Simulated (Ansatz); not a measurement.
**SnSe: pressure against volume**

SnSe, Cmcm, a = 4.231 Å, b = 11.576 Å, c = 4.224 Å. This isn't the usual stable structure of the compound. Ansatz: PBE+D3(BJ), PAW, 420 eV, Γ-centred 10×10×8 mesh on 4 atoms, Gaussian smearing 0.01 eV; no spin polarisation. Shape and atoms are relaxed at each volume; pressure is positive in compression.

| V (Å³/atom) | P (GPa) |
| --- | --- |
| 22.758 | ? |
| 23.534 | 5.05 |
| 24.310 | 3.01 |
| 25.085 | 1.33 |
| 25.861 | -0.01 |
| 26.637 | -1.04 |
| 27.413 | -1.79 |
| 28.447 | -2.33 |

Task: Take V0 = 25.861 Å³/atom, count pressures from its P0 = -0.01 GPa, fit the third-order Birch–Murnaghan form to the other rows, and predict the missing pressure.

Result: With the Eulerian strain f = ½[(V0/V)^(2/3) − 1] and y = (P − P0)/[3f(1 + 2f)^(5/2)], the form is the line y = B0 + 1.5 B0 (B0′ − 4) f. Rows (f, y): 0.03244, 44.4; 0.02105, 43.1; 0.01026, 41.4; -0.00976, 37.0; -0.01905, 34.3; -0.03078, 29.4. Means f = 0.0006933, y = 38.267; Σ(Δf)² = 0.003003, ΣΔfΔy = 0.6937; the slope is their ratio. y = 38.11 + 231.0 f GPa, so B0 = 38.1 GPa and B0′ = 4 + 2 × (231.0)/(3 × 38.11) = 8.04. At V = 22.758, f = 0.04447, y = 48.38 and P = 7.98 GPa. The run gave 7.57 GPa, so the fit is 0.41 GPa too high, 4.1 % of the span of the series, against an rms of 0.08 GPa on the fitted rows. The row lies outside the fitted range. A fourth-order term fitted to the same rows gives P = 7.34 GPa at this row's volume (the line 7.98, the run 7.57), which recovers part of the miss. A B0′ outside 2 to 8 is unusual except in layered or molecular crystals, and here it hangs on few rows.

Where the gap has closed, the smearing of 0.02 eV or less is narrow for a metal on this mesh. In 1 of the 8 runs an atom lies near a switch of its D3 coefficient C6 between reference coordination numbers, so the dispersion energy changes steeply there and can bend the curve.

Closed-shell ions balance this formula, and semilocal functionals make gaps too small, so «metal» can mean here that the functional has closed a real gap.